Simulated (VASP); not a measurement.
# TePb (Fm-3m) in VASP: a series of runs

The runs below take TePb through single point, with PBE.

Everything below comes from runs of VASP 6.6.1. Logs are shortened: lines on timing, memory, paths and dates and some standing lists are left out, and cuts for length are marked.

## Step 1: The structure

The structure is cubic, space group Fm-3m (No. 225). The conventional cell has a = 6.462 Å, b = 6.462 Å, c = 6.462 Å, α = 90.00°, β = 90.00°, γ = 90.00°. Around Pb (site symmetry m-3m) lie 6 Te at 3.23 Å. Around Te (site symmetry m-3m) lie 6 Pb at 3.23 Å.

## Step 2: Single point, PBE

Contents of INCAR:

```
SYSTEM = TePb
ADDGRID = .False.
ALGO = Normal
EDIFF = 1E-7
ENCUT = 460
GGA = PE
ISIF = 2
ISMEAR = 0
LASPH = .True.
LCHARG = .False.
LREAL = Auto
LWAVE = .False.
NELM = 100
PREC = Accurate
SIGMA = 0.05
```

Contents of KPOINTS:

```
k-points
0
Gamma
  5 5 5
  0 0 0
```

Contents of POSCAR:

```
TePb
1.0
    0.0000000000      3.2310000000      3.2310000000
    3.2310000000      0.0000000000      3.2310000000
    3.2310000000      3.2310000000      0.0000000000
Pb Te
1 1
Direct
   -0.0068530000      0.0005720000     -0.0056850000
    0.5279490000      0.4690950000      0.5208160000
```

Potentials or basis: VASP PAW PBE potentials, release 64 (Pb_d, Te).

Launch:

```
$ cat potpaw_PBE.64/Pb_d/POTCAR potpaw_PBE.64/Te/POTCAR > POTCAR
$ mpirun -np 1 vasp_std > vasp.out
```

OUTCAR:

```text
SYSTEM = TePb
   EDIFF = 1E-7
   ENCUT = 460
   GGA = PE
   ISIF = 2
   ISMEAR = 0
   LASPH = .True.
   LREAL = Auto
   NELM = 100
   PREC = Accurate

 Found     63 irreducible k-points:

 Following reciprocal coordinates:
            Coordinates               Weight
  0.000000  0.000000  0.000000      1.000000
  0.200000  0.000000  0.000000      2.000000
  0.000000  0.200000  0.000000      2.000000
  0.000000  0.000000  0.200000      2.000000
  0.200000  0.200000  0.200000      2.000000
  0.400000  0.000000  0.000000      2.000000
   k-points           NKPTS =     63   k-points in BZ     NKDIM =     63   number of bands    NBANDS=     14
   number of dos      NEDOS =    301   number of ions     NIONS =      2
   total plane-waves  NPLWV =  32768
   dimension x,y,z NGX =    32 NGY =   32 NGZ =   32
   dimension x,y,z NGXF=    64 NGYF=   64 NGZF=   64
   ions per type =               1   1
   NGX,Y,Z   is equivalent  to a cutoff of  11.64, 11.64, 11.64 a.u.
   NGXF,Y,Z  is equivalent  to a cutoff of  23.29, 23.29, 23.29 a.u.
 SYSTEM =  TePb
   PREC   = accura    normal or accurate (medium, high low for compatibility)
   ISTART =      0    job   : 0-new  1-cont  2-samecut
   ICHARG =      2    charge: 1-file 2-atom 10-const
   ISPIN  =      1    spin polarized calculation?
   LNONCOLLINEAR =      F non collinear calculations
   LSORBIT =      F    spin-orbit coupling
   LASPH  =      T    aspherical Exc in radial PAW
   ENCUT  =  460.0 eV  33.81 Ry    5.81 a.u.   7.99  7.99  7.99*2*pi/ulx,y,z
   NELM   =    100;   NELMIN=  2; NELMDL= -5     # of ELM steps
   EDIFF  = 0.1E-06   stopping-criterion for ELM
   LREAL  =      T    real-space projection
   EDIFFG = 0.1E-05   stopping-criterion for IOM
   NSW    =      0    number of steps for IOM
   IBRION =     -1    ionic relax: 0-MD 1-quasi-New 2-CG
   NFREE  =      0    steps in history (QN), initial steepest desc. (CG)
   ISIF   =      2    stress and relaxation
   ISYM   =      2    0-nonsym 1-usesym 2-fastsym
   POTIM  = 0.5000    time-step for ionic-motion
   TEBEG  =    0.0;   TEEND  =   0.0 temperature during run
   PSTRESS=    0.0 pullay stress
   NELECT =      20.0000    total number of electrons
   NUPDOWN=      -1.0000    fix difference up-down
   EMIN   =  10.00;   EMAX   =-10.00  energy-range for DOS
   EFERMI =   0.00;   METHOD = LEGACY
   ISMEAR =     0;   SIGMA  =   0.05  broadening in eV -4-tet -1-fermi 0-gaus
   EFERMI_NEDOS =   21; number of points for ismear=-14 and -15
   IALGO  =     38    algorithm
   IMIX   =      4    mixing-type and parameters
     AMIX     =   0.40;   BMIX     =  1.00
     AMIX_MAG =   1.60;   BMIX_MAG =  1.00
  volume/ion in A,a.u.               =      33.73       227.62
  Fermi-wavevector in a.u.,A,eV,Ry     =   1.091619  2.062861 16.213147  1.191633
  Thomas-Fermi vector in A             =   2.227868
   LORBIT       =      0    0 simple, 1 ext, 2 COOP (PROOUT), +10 PAW based schemes
   GGA     = PE    functional components
   LHFCALC =     F    Hartree Fock is set to
   AEXX    =    0.0000 exact exchange contribution
   IVDW    =     0    specifies the selected vdW correction
   LEPSILON=     F    determine dielectric tensor
   LRPA    =     F    only Hartree local field effects (RPA)
 non-spin polarized calculation
 Gauss-broadening in eV      SIGMA  =   0.05
  energy-cutoff  :      460.00
  volume of cell :       67.46
 maximum number of plane-waves:      1524
   NGX = 15   NGY = 15   NGZ = 15

 number of electron      20.0000001 magnetization

 Free energy of the ion-electron system (eV)
  ---------------------------------------------------
  ext. energy  EPLUGINS =         0.00000000
  ---------------------------------------------------
  free energy    TOTEN  =        -7.49051264 eV

  energy without entropy =       -7.49051264  energy(sigma->0) =       -7.49051264

 E-fermi :   5.7541     XC(G=0):  -9.2937

 val. band max:        5.4871536105   @ k =   0.2000   0.0000  -0.2000
 cond. band min:       6.7220245361   @ k =   0.0000   0.0000   0.4000
 fundamental gap:      1.2348709255
 Fermi energy:         5.7541057310

 k-point     1 :       0.0000    0.0000    0.0000
  band No.  band energies     occupation
      1     -11.0733      2.00000
      2     -11.0733      2.00000
      3     -11.0644      2.00000
      4     -11.0587      2.00000
      5     -11.0587      2.00000
      6      -6.4359      2.00000
      7       0.0622      2.00000
      8       4.2090      2.00000
      9       4.3027      2.00000
     10       4.3044      2.00000
     11       9.4997      0.00000
     12       9.5027      0.00000
     13       9.7749      0.00000
     14      11.4236      0.00000

 k-point     2 :       0.2000    0.0000    0.0000
  band No.  band energies     occupation
      1     -11.0786      2.00000
      2     -11.0778      2.00000
      3     -11.0616      2.00000
      4     -11.0551      2.00000
      5     -11.0533      2.00000
      6      -6.1007      2.00000
      7      -0.9316      2.00000
      8       4.3027      2.00000
      9       4.3942      2.00000
     10       4.7903      2.00000
     11       8.1503      0.00000
     12       8.4279      0.00000
     13       8.6221      0.00000
     14      11.3465      0.00000

 k-point     3 :       0.0000    0.2000    0.0000
  band No.  band energies     occupation
      1     -11.0787      2.00000
      2     -11.0778      2.00000
      3     -11.0614      2.00000
      4     -11.0552      2.00000
      5     -11.0532      2.00000
      6      -6.0997      2.00000
      7      -0.9353      2.00000
      8       4.3060      2.00000
      9       4.3937      2.00000
     10       4.7897      2.00000
     11       8.1487      0.00000
     12       8.4332      0.00000
     13       8.6268      0.00000
     14      11.3422      0.00000

 k-point     4 :       0.0000    0.0000    0.2000
  band No.  band energies     occupation
      1     -11.0789      2.00000
      2     -11.0778      2.00000
      3     -11.0612      2.00000
      4     -11.0554      2.00000
      5     -11.0532      2.00000
      6      -6.0983      2.00000
      7      -0.9401      2.00000
      8       4.3127      2.00000
      9       4.3906      2.00000
     10       4.7890      2.00000
     11       8.1476      0.00000
     12       8.4390      0.00000
     13       8.6332      0.00000
     14      11.3366      0.00000

 k-point     5 :       0.2000    0.2000    0.2000
  band No.  band energies     occupation
      1     -11.0788      2.00000
      2     -11.0778      2.00000
      3     -11.0614      2.00000
      4     -11.0553      2.00000
      5     -11.0532      2.00000
      6      -6.0992      2.00000
      7      -0.9370      2.00000
      8       4.3080      2.00000
      9       4.3930      2.00000
     10       4.7894      2.00000
     11       8.1482      0.00000
     12       8.4354      0.00000
     13       8.6290      0.00000
     14      11.3403      0.00000

 k-point     6 :       0.4000    0.0000    0.0000
  band No.  band energies     occupation
      1     -11.0881      2.00000
      2     -11.0860      2.00000
      3     -11.0595      2.00000
      4     -11.0460      2.00000
      5     -11.0432      2.00000
      6      -5.2722      2.00000
      7      -2.5495      2.00000
      8       4.5129      2.00000
      9       4.6442      2.00000
     10       5.3851      2.00000
     11       6.7404      0.00000
     12       7.1317      0.00000
     13       7.3059      0.00000
     14      12.9170      0.00000

 [... further k-points ...]

------------------------ aborting loop because EDIFF is reached ----------------------------------------

  FORCE on cell =-STRESS in cart. coord.  units (eV):
  Direction    XX          YY          ZZ          XY          YZ          ZX
  --------------------------------------------------------------------------------------
  -------------------------------------------------------------------------------------
  Total        0.8674705      1.5319632      0.8681334     -0.0080604      0.0045164      0.0020816
  in kB       20.6027146     36.3846367     20.6184571     -0.1914384      0.1072659      0.0494380
  external PRESSURE =      25.8686028 kB  Pullay stress =       0.0000000 kB

 VOLUME and BASIS-vectors are now :
 -----------------------------------------------------------------------------
  energy-cutoff  :      460.00
  volume of cell :       67.46
      direct lattice vectors                 reciprocal lattice vectors
     0.000000000  3.231000000  3.231000000    -0.154750851  0.154750851  0.154750851
     3.231000000  0.000000000  3.231000000     0.154750851 -0.154750851  0.154750851
     3.231000000  3.231000000  0.000000000     0.154750851  0.154750851 -0.154750851

 POSITION                                       TOTAL-FORCE (eV/Angst)
 -----------------------------------------------------------------------------------
      3.21448      6.42149      3.21071        -0.011439      0.199651      0.008812
      3.19840      3.38856      3.22145         0.011439     -0.199651     -0.008812
 -----------------------------------------------------------------------------------
    total drift:                                0.006373     -0.001233      0.004025

  FREE ENERGIE OF THE ION-ELECTRON SYSTEM (eV)
  ---------------------------------------------------
  free  energy   TOTEN  =        -7.4905126375 eV

  energy  without entropy=       -7.4905126375  energy(sigma->0) =       -7.49051264
```

Wall time 62 s (1 thread of Intel Xeon Platinum 8488C (Sapphire Rapids), shared host); peak memory 0.18 GiB.

The run converged, but some of its settings lie outside the range that counts as converged, so its numbers aren't taken as properties of the crystal.

What came out:

```
Free energy            : -7.4905 eV
Pressure               : 2.6 GPa
Largest force          : 0.200 eV/Å
Band gap on the k mesh : 1.23 eV, indirect (least direct gap 1.31 eV)
```

Caveat: spin-orbit coupling is left out, which as a rule narrows the gap of such compounds by several tenths of an eV; an odd mesh through Γ misses points on the zone boundary, where band edges often lie.

## Step 3: Single point, PBE

INCAR: that of step 2 with these lines changed.

```diff
@@ -3,3 +3,3 @@
 ALGO = Normal
-EDIFF = 1E-7
+EDIFF = 0.01
 ENCUT = 460
@@ -10,3 +10,3 @@
 LCHARG = .False.
-LREAL = Auto
+LREAL = .False.
 LWAVE = .False.
```

KPOINTS is that of step 2.

Contents of POSCAR:

```
TePb
1.0
    0.0000000000      3.2310000000      3.2310000000
    3.2310000000      0.0000000000      3.2310000000
    3.2310000000      3.2310000000      0.0000000000
Pb Te
1 1
Direct
    0.0000000000      0.0000000000      0.0000000000
    0.5000000000      0.5000000000      0.5000000000
```

Potentials or basis: VASP PAW PBE potentials, release 64 (Pb_d, Te).

Launch:

```
$ cat potpaw_PBE.64/Pb_d/POTCAR potpaw_PBE.64/Te/POTCAR > POTCAR
$ mpirun -np 1 vasp_std > vasp.out
```

Wall time 5.7 s (1 thread of Intel Xeon Platinum 8488C (Sapphire Rapids), shared host); peak memory 0.17 GiB.

These settings aren't checked as converged: the numbers below hold their error.

What came out:

| Item | Value |
| --- | --- |
| Free energy | -7.5013 eV |
| Pressure | 3.4 GPa |

Caveat: this odd mesh misses L, where the gap lies, so gap, dielectric constants and Born charges aren't listed.

## Step 4: For comparison

An earlier run on the cell as given: functional PBEsol; potentials or basis VASP PAW PBE potentials, release 64 (Pb_d, Te); cutoff 520 eV; k mesh 7 × 7 × 7; occupations fermi-dirac, width 0.05 eV; no spin polarisation.

* Pressure: -0.4 GPa
